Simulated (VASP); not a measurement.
# Ni: self-consistent run, by LSFBXC

Ni, Fm-3m (no. 225), 1 atom in the cell. PBE; PAW potentials Ni (PBE set).

| LSFBXC | Pressure (GPa) | Gap on the mesh (eV) | Time (s) |
|---|---|---|---|
| default | 6.95 | 0.000 | 393 |
| T | 6.64 | 0.000 | 535 |

## Input of the first row

INCAR:
```
PREC = Accurate
ENCUT = 520
EDIFF = 1E-6
ISMEAR = 1
SIGMA = 0.1
LREAL = F
LASPH = T
ALGO = Normal
NELM = 200
ISIF = 2
LWAVE = F
LCHARG = F
LORBIT = 11
LMAXMIX = 4
LNONCOLLINEAR = T
MAGMOM = 0.085 0.466 -0.08
ISYM = -1
```

KPOINTS:
```
k-points
0
Gamma
  9 9 9
```

POSCAR:
```
Ni
1.0
    0.0000000000      1.7375729330      1.7375729330
    1.7375729330      0.0000000000      1.7375729330
    1.7375729330      1.7375729330      0.0000000000
Ni
1
Direct
    0.0000000000      0.0000000000      0.0000000000
```

Commands:
```
cat potpaw_PBE.64/Ni/POTCAR > POTCAR
mpirun -np 1 vasp_ncl > vasp.out
```

Changes of the last row against the first:
```
+ LSFBXC = True
```

VASP 6.6.1 took 393 s on 1 core (Intel Xeon 6975P-C (Granite Rapids)), a shared host.
